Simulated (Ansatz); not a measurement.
Results of r²SCAN (Ansatz, a program for electronic structure, plane waves, PAW) for cubic perovskite BaSnO₃.

Run with plane-wave cutoff 560 eV, 8×8×8 k mesh, Fermi–Dirac smearing 0.01 eV, scalar-relativistic PAW data made under PBE.

The cell has the measured lattice: a = 4.116 Å, b = 4.116 Å, c = 4.116 Å, α = 90.00°, β = 90.00°, γ = 90.00°.

Estimate the band gap and smallest direct gap on the k points sampled that the calculation returns.


band gap: 1.71 eV
smallest direct gap on the k points sampled: 2.18 eV

Measured, for comparison: band gap 2.95 eV (temperature not stated, not corrected to a static lattice, indirect, from the absorption edge of a single crystal; as tabulated in Kim et al. (2012), arXiv:1207.0764).

Note: cell and atoms aren't relaxed at this level (pressure 1.8 GPa).

Spin–orbit coupling is not included.

Cost on a shared machine: very roughly 26 core-seconds.
